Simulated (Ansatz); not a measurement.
CuO:

```xyz
4
Lattice="1.9910 -2.1536 0.0000 1.9910 2.1536 0.0000 0.0000 0.0000 5.1559" Properties=species:S:1:pos:R:3 pbc="T T T"
Cu    0.9955   -1.0768    0.0000
Cu    0.9955    1.0768    2.5780
O     1.9910    0.0000    1.2890
O     1.9910    0.0000    3.8669
```

Measurements of this composition are mostly on another form, of space group No. 15.

```yaml
Program: Ansatz 0.2.0
Task: relaxation of cell and atoms
Functional: RPBE
Potentials_or_basis: Ansatz PAW
Cutoff: "420 eV (not typed: the program's choice for these potentials)"
k_mesh: 9 × 9 × 5
Occupations: fermi-dirac, width 0.05 eV
Spin: no spin polarisation
```

At the start: volume 11.05 Å³/atom.

Question: Where does the relaxation end?

Answer: It ends after 11 steps and the volume is 11.61 Å³/atom (+5.0 %); space group P4_2/mmc (No. 131, to 0.05 Å).

Step by step:
| step | energy change (eV) | largest force (eV/Å) | volume (Å³) |
| --- | --- | --- | --- |
| 1 | 0.0000 | 0.0000 | 44.21 |
| 2 | -0.0275 | 0.0000 | 45.24 |
| 3 | -0.0357 | 0.0000 | 46.27 |
| 4 | -0.0358 | 0.0000 | 46.31 |
| 5 | -0.0360 | 0.0000 | 46.28 |
| 6 | -0.0468 | 0.0000 | 46.28 |
| 7 | -0.0473 | 0.0000 | 46.42 |
| 8 | -0.0474 | 0.0000 | 46.44 |
| 9 | -0.0480 | 0.0000 | 46.44 |
| 10 | -0.0481 | 0.0000 | 46.44 |
| 11 | -0.0482 | 0.0000 | 46.44 |

Final structure:
```xyz
4
Lattice="2.1123 -2.1173 0.0000 2.1123 2.1173 0.0000 0.0000 0.0000 5.1921" Properties=species:S:1:pos:R:3 pbc="T T T"
Cu    1.0561   -1.0586    0.0000
Cu    1.0561    1.0586    2.5961
O     2.1123    0.0000    1.2980
O     2.1123    0.0000    3.8941
```

Caveat: the plane-wave basis is chosen anew once the cell has moved, so the energies of steps on either side of that aren't comparable; the pressure holds a Pulay correction of +0.6 GPa for the finite cutoff; the run has no spin polarisation, though such a crystal can be magnetic; the PAW data sets come from PBE, with cores solved anew for the run's functional, which leaves a small shift of forces and pressure.
